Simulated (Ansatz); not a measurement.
**Supercells of wurtzite SiC, size series (200 atoms): plane waves and support functions**

Wanted: cost and convergence against size for wurtzite SiC, size series (200 atoms).

Calculated with Ansatz 0.2.0; Kohn-Sham DFT, PBEsol, PAW (set soft_2), plane waves.

## (1) Set-up

The cell holds 200 atoms: 100 Si and 100 C. Cell: a = 15.380 Å, b = 15.380 Å, c = 10.096 Å, α = 90.0°, β = 90.0°, γ = 120.0°. It derives from SiC (wurtzite), repeated 5×5×2. Wurtzite SiC (a = 3.076 Å, c = 5.048 Å), 5 x 5 x 2 conventional cells; every coordinate displaced by a Gaussian of 0.08 Å.

## (2) Plane waves, typed cell on a dense mesh

The typed cell on a k-mesh is the yardstick: it samples like Γ on the cell repeated as often as the mesh has points along each axis. Its own convergence isn't tested.

File input.yaml:

```yaml
crystal:
  lattice:
    - [15.38, 0.0, 0.0]
    - [-7.69, 13.31947, 0.0]
    - [0.0, 0.0, 10.096]
  atoms:
    - { symbol: Si, position: [0.0072, 0.00252, 0.00204] }
    - { symbol: C, position: [0.06298, 0.13689, 0.06488] }
    - { symbol: Si, position: [0.06554, 0.13664, 0.25402] }
    - { symbol: C, position: [0.00401, 0.00547, 0.30757] }
    - { symbol: Si, position: [0.00079, 0.00345, 0.49234] }
    - { symbol: C, position: [0.0732, 0.13752, 0.56027] }
    - { symbol: Si, position: [0.07697, 0.14874, 0.75154] }
    - { symbol: C, position: [0.00134, 0.00285, 0.81427] }
    - { symbol: Si, position: [0.01074, 0.20269, 0.01031] }
    - { symbol: C, position: [0.07422, 0.3262, 0.06461] }
    - { symbol: Si, position: [0.06617, 0.32833, 0.25338] }
    - { symbol: C, position: [0.00073, 0.19843, 0.31816] }
    - { symbol: Si, position: [0.00195, 0.20921, 0.50632] }
    - { symbol: C, position: [0.06051, 0.33428, 0.55802] }
    - { symbol: Si, position: [0.05747, 0.32962, 0.75984] }
    - { symbol: C, position: [0.00452, 0.2085, 0.82131] }
    - { symbol: Si, position: [0.9964, 0.40915, 7.0e-05] }
    - { symbol: C, position: [0.04578, 0.52075, 0.06232] }
    - { symbol: Si, position: [0.06324, 0.53251, 0.26758] }
    - { symbol: C, position: [0.99682, 0.40124, 0.30716] }
    - { symbol: Si, position: [0.00859, 0.41061, 0.49381] }
    - { symbol: C, position: [0.06177, 0.51763, 0.57335] }
    - { symbol: Si, position: [0.05923, 0.53247, 0.73754] }
    - { symbol: C, position: [0.99351, 0.40321, 0.81957] }
    - { symbol: Si, position: [0.00088, 0.6026, 0.98921] }
    - { symbol: C, position: [0.07736, 0.7277, 0.06101] }
    - { symbol: Si, position: [0.0534, 0.7261, 0.25922] }
    - { symbol: C, position: [0.00215, 0.60928, 0.32213] }
    - { symbol: Si, position: [0.98626, 0.59369, 0.50116] }
    - { symbol: C, position: [0.07281, 0.74214, 0.57509] }
    - { symbol: Si, position: [0.07642, 0.74682, 0.76492] }
    - { symbol: C, position: [0.00939, 0.60361, 0.81649] }
    [... 162 atom lines left out ...]
    - { symbol: Si, position: [0.85789, 0.93131, 0.25201] }
    - { symbol: C, position: [0.791, 0.7912, 0.31099] }
    - { symbol: Si, position: [0.79186, 0.78582, 0.49386] }
    - { symbol: C, position: [0.87636, 0.93462, 0.56129] }
    - { symbol: Si, position: [0.87184, 0.93399, 0.74782] }
    - { symbol: C, position: [0.79851, 0.80131, 0.81376] }
kpoints:
  mp_grid: { grid: [2, 2, 3] }
hamiltonian:
  xc: pbesol
scf:
  occupations: { method: fixed }
output:
  forces: true
  stress: true
  populations: true
  dos:
    method: { smearing: { sigma: 0.08 } }
    de: 0.1
    projected: { site_lists: { C: [C], Si: [Si] } }
  eigenvalues: true
```

Command:

```bash
$ ansatz run input.yaml --threads 4 --pin off --max-ram 15872MiB --backend cpu --events-out ev --progress --plain --runs-dir out
```

Numbers of over 12 decimals in the logs are rounded to 6 here.

The program printed:

```text
Engine: ansatz 0.2.0, x86_64-unknown-linux-gnu
Pseudopotentials: kind: paw
Pseudopotential: Si, paw, valence charge 4, recommended cutoff 420 eV (normal), Si.paw.azcp
Pseudopotential: C, paw, valence charge 4, recommended cutoff 420 eV (normal), C.paw.azcp
[... 3 lines on functional and potentials left out ...]
Crystal: 200 atoms, lattice volume = 2068.200 Å³
Basis set: ecut = 420 eV, 40401 PW (Γ), exchange–correlation on 216×216×144 points (8 copies of the dense FFT grid, shifted against one another)
Bands: 600, of which v1, the nominal top of the filled ones, is band 400 counted from 1 (399 counted from 0)
Symmetry: 1 space group operations
Space group: P1 (ITA 1), of the structure as read, at distance tolerance 1.3e-4 Å
k-points: 8 of 12 (time reversal used)
[... 7 lines on functional and potentials left out ...]
Initial density: superposition of atomic densities (neutral atoms: chi_scale 0, normalization atom), corrected by the library's trained network
Initial wavefunctions: pseudopotential atomic-orbital guess
Functional: x = pbesol(κ = 0.804, μ = 0.123457), c = pbesol(β = 0.046)
SCF iter   1: F=—  HF=-86821.634448 eV  |F-HF|=—  |Δ(HF+E_count)|=         —  Δρ=8.41e-3  dr2=1.95e0  ethr=1.77e-3  ⟨swp⟩=5.0  Hψ=17723  notcnv=0  defer=1579
preconditioner: auto → Resta (q_TF=auto, 2.329 Å⁻¹)  ε∞=4.9  [insulator: Δε(μ)=1.372 eV  Ē_g=11.621 eV  n_scr=438 (ndim 8)  ℏωp=23.1 eV  f_vac=0.000  ε∞_Penn≈4.9]
SCF iter   2: F=—  HF=-86821.096928 eV  |F-HF|=—  |Δ(HF+E_count)|=   5.38e-1  Δρ=2.70e-3  dr2=1.97e-1  ethr=2.44e-4  ⟨swp⟩=3.0  Hψ=8313  notcnv=0  defer=1584
SCF iter   3: F=—  HF=-86821.053484 eV  |F-HF|=—  |Δ(HF+E_count)|=   4.34e-2  Δρ=9.50e-4  dr2=1.76e-2  ethr=2.46e-5  ⟨swp⟩=3.8  Hψ=6470  notcnv=0  defer=1584
SCF iter   4: F=—  HF=-86821.052048 eV  |F-HF|=—  |Δ(HF+E_count)|=   1.44e-3  Δρ=2.56e-4  dr2=1.89e-3  ethr=2.20e-6  ⟨swp⟩=2.0  Hψ=5667  notcnv=0  defer=1584
SCF iter   5: F=—  HF=-86821.051844 eV  |F-HF|=—  |Δ(HF+E_count)|=   2.04e-4  Δρ=6.48e-5  dr2=6.92e-5  ethr=2.36e-7  ⟨swp⟩=2.0  Hψ=6340  notcnv=0  defer=1582
SCF iter   6: F=—  HF=-86821.052241 eV  |F-HF|=—  |Δ(HF+E_count)|=   3.96e-4  Δρ=1.91e-5  dr2=9.13e-6  ethr=8.65e-9  ⟨swp⟩=2.0  Hψ=7452  notcnv=0  defer=1569
SCF iter   7: F=—  HF=-86821.052242 eV  |F-HF|=—  |Δ(HF+E_count)|=   1.21e-6  Δρ=5.33e-6  dr2=8.18e-7  ethr=1.14e-9  ⟨swp⟩=2.0  Hψ=6434  notcnv=0  defer=1569
SCF iter   8: F=-86821.052242 eV  HF=-86821.052242 eV  |F-HF|=1.05e-9  |Δ(HF+E_count)|=   7.31e-9  Δρ=1.37e-6  dr2=3.87e-8  ethr=1.25e-11  ⟨swp⟩=16.0  Hψ=32926  notcnv=0
SCF 1 converged in 8 iterations: F = -86821.052242 eV  dr2 = 3.87e-8
  greatest PAW one-centre occupation: 0.691 electrons in one spin orbital (limit 2), on the C atom at site 127 (counted from 0), in its partial waves of l = 0
SCF converged after 8 iterations
Free energy (F): -86821.052242 eV
Harris-Foulkes:  -86821.052242 eV  (|F-HF|=1.05e-9)
Internal energy: -86821.052242 eV  (E = F + TS)
E sigma→0 (E₀):  -86821.052242 eV
Fermi energy:    9.995071 eV
--- Per-component energies (eV) ---
  E_band       = 2785.264408
  E_kinetic    = 13586.195245
  E_local      = -10784.512681  (includes V_loc(G=0)·N_el)
  E_nonlocal   = 5244.390486
  E_hartree    = 3303.954848
  E_xc         = -10479.445394
  E_vxc        = -10935.181404  (∫ρ·V_xc dr)
  E_paw        = -59437.645608  (= ΣΔE_a)
  E_vpaw       = -933.536188  (= ΣTr[D̂ρ^β])
  E_aug_tail   = 0.001415  (compensation charges beyond the density's cutoff)
  E_ewald      = -28259.256670
  E_core_change = 5.266116  (= ΣΔE_core)
  E_smearing   = -0.000000  (= −TS)
  E_closure    = -0.000000  (closes the sum)
  Σ components = -86821.052242   (vs F -86821.052242, Δ=0.00e0)
--- Forces (eV/Å), atoms counted from 1 ---
  atom   1  Si    -2.77466310     0.61550905    -0.00458985
  atom   2  C      5.28602852    -2.89680875     0.72777199
  atom   3  Si     1.28837573     0.14976541    -0.88852789
  atom   4  C     -2.90335082    -0.85727491     0.92208609
  atom   5  Si     1.13248196     0.76487748     1.24170095
  atom   6  C     -1.65866703     0.97746157     0.80380374
  atom   7  Si    -1.22307479    -3.50372566    -0.84163151
  atom   8  C      0.45382164     1.42856836     0.38282798
  atom   9  Si    -5.32833927    -0.36499553    -2.43396349
  atom  10  C     -3.07420234     2.94415678     1.44001054
  atom  11  Si    -1.52809794     0.41501720    -1.27699652
  atom  12  C     -0.23823802     0.67775827    -0.09096340
  atom  13  Si    -0.52002392    -4.08948014    -1.31242487
  atom  14  C      1.99981440     1.63781645     1.76288501
[...]
atom 199  Si    -1.09174519     0.11799149    -0.11393244
  atom 200  C     -0.56135845    -1.28077146    -3.18922780
  max |Σ_I F_I| component: 9.27e-5 eV/Å
--- Stress (GPa, compression-positive) ---
        3.357845      -0.045393      -1.366537
       -0.045393       9.094300      -0.068907
       -1.366537      -0.068907       5.145572
  P = ⅓ Tr σ = 5.8659 GPa (58.659 kbar)
--- Band table (eV; the first three rows and the last of 8) ---
  k-point 0: bands = ["-6.3880", "-5.8949", "-5.8380", "-5.7210", [... 584 levels ...], "17.2247", "17.2354", "17.2469", "17.2700", "17.3050", "17.3136", "17.3462", "17.3622", "17.3746", "17.4142", "17.4277", "17.4695"]
[...]
--- Löwdin populations: 200 sites ---
  site symbol       q [e]
     0     Si      2.9527
     1      C      5.0159
     2     Si      2.8947
[...]
199      C      4.9900
  spilling = 0.010488 (of n_electrons = 800.000000)
```

The job ended after 7.1 min (4 threads of Intel Xeon 6975P-C (Granite Rapids), shared host; peak memory 9.5 GiB; 27 min of CPU time).

The program notes that it cut back its work space to fit the memory limit.

The run gave:

```
free energy                                      : -86821.0522 eV
free energy per atom                             : -434.1053 eV/atom
SCF cycles                                       : 8
pressure                                         : 5.866 GPa
r.m.s. force component                           : 2.438 eV/Å
longest force                                    : 11.34 eV/Å
Fermi energy                                     : 9.995 eV
gap (highest filled to lowest empty level) : 1.388 eV
spilling of the projection                       : 0.01049
```

The r.m.s. force component of 2.4 eV/Å sets the scale for the differences below.

## (3) Plane waves, 200 atoms

The typed cell is solved at Γ alone, the coarsest sampling of the series.

input.yaml, the sections that differ from step 2:

```yaml
kpoints:
  mp_grid: { grid: [1, 1, 1] }
output:
  forces: true
  eigenvalues: true
# crystal, hamiltonian, scf: as in step 2
```

Elapsed: 15 s, on 4 threads; peak memory 3.3 GiB; 55 s of CPU time.

It converged in 8 SCF cycles; the log is left out.

The energy lies 8.41 meV/atom above the dense-mesh reference.

## (4) Support functions, 200 atoms

The typed cell is solved at Γ alone, now in support functions.

This step: Kohn-Sham DFT, PBEsol, PAW (set soft_2), localised support functions (medium) (Ansatz 0.2.0).

Edit input.yaml of step 3 so:

```diff
@@ -13,2 +13,4 @@
   occupations: { method: fixed }
+  eigensolver: { kind: { support_functions: { accuracy: medium } } }
+  max_iter: 150
 output:
```

The program printed:

```text
Warning: scf.eigensolver.kind.support_functions: disabling space-group detection — the functions' gradient is summed over unrotated k-points, so no spatial operation reduces the k-mesh or symmetrises the density; time reversal is kept, so that k and −k are solved as one point where they differ and the mesh holds both, and exact exchange and, on two spinor components, a DFT+U term hold to it where the run has them: [...]
settings of this run that can trade accuracy for cost: scf.eigensolver.kind.support_functions [...]
[...]
Crystal: 200 atoms, lattice volume = 2068.200 Å³
Basis set: ecut = 420 eV, 40401 PW (Γ), exchange–correlation on 216×216×144 points (8 copies of the dense FFT grid, shifted against one another)
Bands: 480, of which v1, the nominal top of the filled ones, is band 400 counted from 1 (399 counted from 0)
Symmetry: 1 space group operations
k-points: 1
[...]
SCF iter   1: F=—  HF=-86896.212050 eV  |F-HF|=—  |Δ(HF+E_count)|=         —  Δρ=1.40e-1  dr2=5.07e2  ethr=1.00e-1
[...]
SCF iter   8: F=—  HF=-86819.690872 eV  |F-HF|=—  |Δ(HF+E_count)|=   9.89e-3  Δρ=2.67e-5  dr2=2.10e-5  ethr=2.42e-8  κ⁻¹=4.4e-7(r=6)
SCF iter   9: F=-86819.697215 eV  HF=-86819.697216 eV  |F-HF|=8.59e-7  |Δ(HF+E_count)|=   6.34e-3  Δρ=8.71e-6  dr2=1.76e-6  ethr=2.62e-9
SCF 1 converged in 9 iterations: F = -86819.761952 eV  dr2 = 1.76e-6
[...]
SCF converged after 9 iterations
Stability not checked: this state was not tested for a lower state beside it, because the mixer in use, unlike msr1, does not test its closes by its own steps (another_mixer; see scf.mixing.algorithm and scf.lower_state_search)
Free energy (F): -86819.761952 eV
[...]
Internal energy: -86819.761952 eV  (E = F + TS)
E sigma→0 (E₀):  -86819.761952 eV
Fermi energy:    10.012616 eV
[...]
Σ components = -86819.761952   (vs F -86819.761952, Δ=0.00e0)
--- Forces (eV/Å), atoms counted from 1 ---
  atom   1  Si    -2.81693568     0.58955409     0.08463533
  atom   2  C      5.32729189    -2.86823864     0.68389241
  atom   3  Si     1.28003595     0.16641722    -0.86573091
  atom   4  C     -2.94606830    -0.87084513     0.84720624
[...]
atom 200  C     -0.58378697    -1.29207755    -3.21586200
  max |Σ_I F_I| component: 1.88e-2 eV/Å
--- Band table (eV) ---
[...]
```

Run time: 90 s. Hardware: 4 threads; peak memory 5.3 GiB.

The program notes that the band table was not solved further than the SCF left it and it switched symmetry off.

The energy lies 6.45 meV/atom above the dense-mesh reference, and 2.0 meV/atom below plane waves of the same size, an offset between the two bases that leaves the sampling error alike.

## (5) Plane waves, 400 atoms

The cell is repeated and solved at Γ in plane waves, whose cost grows towards the cube of the size.

This step: Kohn-Sham DFT, PBEsol, PAW (set soft_2), plane waves (Ansatz 0.2.0).

input.yaml, the sections that differ from step 4:

```yaml
crystal:
  lattice:
    - [15.38, 0.0, 0.0]
    - [-7.69, 13.31947, 0.0]
    - [0.0, 0.0, 10.096]
  atoms:
    [... the 200 atom lines of step 2 ...]
  supercell: [1, 1, 2]
scf:
  occupations: { method: fixed }
# kpoints, hamiltonian, output: as in step 4
```

The job ended after 72 s (4 threads; peak memory 8.7 GiB; 4.7 min of CPU time).

The program repeats the typed cell 1×1×2 times, 400 atoms in all; totals in the log are those of the whole repeated cell, and force differences are taken after averaging over the copies of each atom.

The program notes that it cut back its work space to fit the memory limit.

It converged in 8 SCF cycles; the log is left out.

The energy lies 9.57 meV/atom above the dense-mesh reference.

(Part 1 of 2 ends here.)

[Logs are printed without paths, hosts, clocks, repeated set-up lines and the standing remarks that a program may print on its own settings, such as how far it seeks lower states.]

[Hosts, paths, dates, database ids (printed as entryN), source tags and the programs' standing remarks are cut or masked in the printed files.]
